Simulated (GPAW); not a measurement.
Runs of GPAW 26.7.0 on Ti. The structure is hexagonal, space group P6_3/mmc (No. 194). The conventional cell has a = 2.950 Å, b = 2.950 Å, c = 4.680 Å, α = 90.00°, β = 90.00°, γ = 120.00°. Ti (site symmetry -6m2) has 12 Ti at 2.89 to 2.95 Å as nearest neighbours. 

```csv
task,level,potentials or basis,cell,k mesh,smearing,band path,band points,eigensolver,optimizer,fmax,gap on the mesh (eV),pressure (GPa),relaxed volume (Å³/atom)
band structure,LDA,"the program's PAW data sets (release 1.2.1) made for this functional, pw",as given,7 × 7 × 4,fermi-dirac 0.05 eV,"GMKGALHA,LM,KH",60,-,-,-,-,(a),-
relaxation of cell and atoms,BLYP+D4,"PAW data sets generated in the run's folder for this functional, pw",relaxed,10 × 10 × 6,fermi-dirac 0.05 eV,-,-,davidson,FIRE,0.02 eV/Å,none,0.0,(b)
density of states,PBEsol,"PAW data sets generated in the run's folder for this functional, pw",as given,10 × 10 × 6,methfessel-paxton 0.2 eV,-,-,-,-,-,none,-6.2,-
single point,PBE,"GPAW PAW data sets (gpaw-data 1.2.1), pw",as given,10 × 10 × 6,gaussian 0.05 eV,-,-,-,-,-,none,-2.0,-
relaxation of cell and atoms,AM05+D4,"PAW data sets generated in the run's folder for this functional, pw",relaxed,7 × 7 × 4,fermi-dirac 0.05 eV,-,-,-,FIRE,0.02 eV/Å,none,-0.1,16.58
```

Alike in all rows: no spin polarisation; cutoff (eV) 600.

Task: Fill in the values left out.

Result: (a) -10.2; (b) 17.14.

Caveats: later steps reuse the first step's grids (some runs); pairwise dispersion overbinds metals, which lowers pressure and volume (some runs); this smearing can pin the Fermi level at a band edge (some runs).

A k mesh can miss the band edges.

A gap of «none» marks a metal or a gap under the smearing width.

Not every run made on this cell is shown here.
